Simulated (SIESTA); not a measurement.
The system is TiB2.

```xyz
3
Lattice="3.0292 0.0000 0.0000 -1.5146 2.6234 0.0000 0.0000 0.0000 3.2284" Properties=species:S:1:pos:R:3 pbc="T T T"
Ti    0.0000    0.0000    0.0000
B     1.5146    0.8745    1.6142
B     0.0000    1.7489    1.6142
```

Base run:

* Program: SIESTA 5.4.2
* Functional: PBEsol
* Potentials or basis: PseudoDojo 0.4 standard (PBEsol files)
* Basis: DZP (energy shift 0.003 Ry; two zetas on semicore shells)
* Grid cutoff: 800 Ry
* Energy shift: 0.003 Ry
* k mesh: 10 × 10 × 8
* Occupations: fermi-dirac, width 0.05 eV
* Spin: no spin polarisation

Its results: band gap on the k mesh none (metal or under the smearing width); pressure -2.1 GPa.

Task: The run is repeated on the same cell with these changes: functional from PBEsol to vdW-DF-cx; potentials or basis from PseudoDojo 0.4 standard (PBEsol files) to PseudoDojo 0.4 standard (PBE files). What comes out?

Result: Band gap on the k mesh none (metal or under the smearing width); pressure -0.4 GPa.

Caveats: the basis of atomic orbitals isn't converged, which shifts pressures, moduli and gaps; the potentials were made for another functional, which shifts forces and pressure (some runs).

Not every run made on this cell is shown here.
